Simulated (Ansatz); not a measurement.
Runs of Ansatz 0.2.0 on FeO (Wuestite). Symmetry: Fm-3m, No. 225, cubic system. The conventional cell has a = 4.311 Å, b = 4.311 Å, c = 4.311 Å, α = 90.00°, β = 90.00°, γ = 90.00°. Around Fe (site symmetry m-3m) lie 6 O at 2.16 Å. Around O (site symmetry m-3m) lie 6 Fe at 2.16 Å. 

| task | level | cell | k mesh | smearing | points for each segment of the path | mesh quality | gap on the mesh (eV) | pressure (GPa) | moment (μB) | relaxed volume (Å³/atom) |
| --- | --- | --- | --- | --- | --- | --- | --- | --- | --- | --- |
| band structure | revPBE | as given | 11 × 11 × 11 | fermi-dirac 0.05 eV | 14 | not flagged | none | (b) | 4.00 | - |
| band structure | PBEsol | as given | 11 × 11 × 11 | fermi-dirac 0.05 eV | 14 | not flagged | none | -8.5 | 4.00 | - |
| relaxation of cell and atoms | RPBE | relaxed | 11 × 11 × 11 | fermi-dirac 0.05 eV | - | not flagged | - | 0.0 | 4.00 | 10.32 |
| band structure | PBE | as given | 11 × 11 × 11 | fermi-dirac 0.05 eV | 14 | not flagged | none | -0.2 | 4.00 | - |
| relaxation of cell and atoms | PBE | relaxed | 11 × 11 × 11 | fermi-dirac 0.05 eV | - | not flagged | none | 0.0 | 4.00 | 10.00 |
| single point | PBE | as given | 11 × 11 × 11 | gaussian 0.011 eV | - | not flagged | none | -0.3 | 4.00 | - |
| relaxation of cell and atoms | PBEsol | relaxed | 11 × 11 × 11 | fermi-dirac 0.05 eV | - | not flagged | - | 0.0 | 4.00 | 9.57 |
| band structure | LDA | as given | 11 × 11 × 11 | fermi-dirac 0.05 eV | 14 | not flagged | none | -15.6 | 4.00 | - |
| band structure | RPBE | as given | 11 × 11 × 11 | fermi-dirac 0.05 eV | 14 | not flagged | none | (c) | 4.00 | - |
| relaxation of cell and atoms | HSE03 | relaxed | 6 × 6 × 6 | fermi-dirac 0.05 eV | - | coarse | none | 0.0 | 4.01 | (d) |
| relaxation of cell and atoms | LDA | relaxed | 11 × 11 × 11 | fermi-dirac 0.05 eV | - | not flagged | - | 0.0 | 3.87 | 9.15 |
| band structure | HSE03 | as given | 6 × 6 × 6 | fermi-dirac 0.05 eV | 4 | coarse | none | (a) | 4.01 | - |

Alike in all rows: potentials or basis Ansatz PAW; spin collinear, ferromagnetic start; cutoff (eV) 420.

Task: Estimate the missing entries.

Result: (a) -7.0; (b) 3.9; (c) 5.3; (d) 9.66.

Caveats: some runs use coarse meshes; a cell with one magnetic atom can't hold antiferromagnetic order, which such compounds often take; the PAW data sets come from PBE, with cores solved anew for the run's functional, which leaves a small shift of forces and pressure (some runs); semilocal functionals often make such compounds metallic where correlation or magnetic order opens a gap, which also shifts bond lengths (some runs); the plane-wave basis is chosen anew once the cell has moved, so the energies of steps on either side of that aren't comparable (some runs); the magnetic or orbital state may not be the lowest (some runs); so large a pressure means that the cell lies far from this level's equilibrium, or that cutoff or potentials fall short (some runs); the thresholds are loose for stress (some runs).

A gap of «none» marks a metal or a gap under the smearing width.
